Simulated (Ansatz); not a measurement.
Crystal: PbO2.

```
CELL_PARAMETERS angstrom
0.00000 2.70199 2.70199
2.70199 0.00000 2.70199
2.70199 2.70199 0.00000
ATOMIC_POSITIONS crystal
Pb 0.00000 0.00000 0.00000
O 0.75000 0.75000 0.75000
O 0.25000 0.25000 0.25000
```

The cell comes from a database or a generator and needn't be the stable form of this composition.

Base run:

- Program: Ansatz 0.2.0
- Functional: LDA
- Potentials or basis: Ansatz PAW
- Cutoff: 420 eV
- Density cutoff: 1680 eV
- k mesh: 7 × 7 × 7
- Occupations: fermi-dirac, width 0.05 eV
- Spin: spin-orbit coupling, no magnetisation

Its results: band gap on the k mesh none (metal or under the smearing width); pressure -10.5 GPa.

Task: The run is repeated on the same cell with these changes: functional from LDA to r2SCAN; cutoff from 420 eV to 500 eV; density cutoff from 1680 eV to 2000 eV. What comes out?

Result: Band gap on the k mesh none (metal or under the smearing width); pressure -7.4 GPa.

Caveats: the PAW data sets come from PBE, with cores solved anew for the run's functional, which leaves a small shift of forces and pressure.

Not every run made on this cell is shown here.
